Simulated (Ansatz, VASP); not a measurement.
# Two plane-wave programs on Li2O

```
O Li
1.0
     0.00000    2.35747    2.35747
     2.35747    0.00000    2.35747
     2.35747    2.35747    0.00000
O Li
1 2
Direct
  0.00000 0.00000 0.00000
  0.25000 0.25000 0.25000
  0.75000 0.75000 0.75000
```

Change from the starting cell: volume scaled by 1.04.

Alike in both runs: task single point; functional PBE; k mesh 10 × 10 × 10; occupations fermi-dirac, width 0.05 eV; no spin polarisation.

|  | VASP | Ansatz |
| --- | --- | --- |
| version | VASP 6.6.1 | Ansatz 0.2.0 |
| potentials or method | VASP PAW PBE potentials, release 64 (O, Li_sv) | Ansatz PAW |
| plane-wave cutoff (eV) | 520 | 420 |
| valence electrons in the cell | 12 | 12 |

Ansatz gave:

* gap on the k mesh at the Fermi level (eV): 4.83
* least direct gap on the mesh (eV): 4.83

Question: What did VASP give for the same quantities?

Answer: gap on the k mesh at the Fermi level (eV): 4.84; least direct gap on the mesh (eV): 4.84.

With one functional, cell and mesh, what is left measures potentials, basis and numerics.

 A k mesh can miss the band edges.
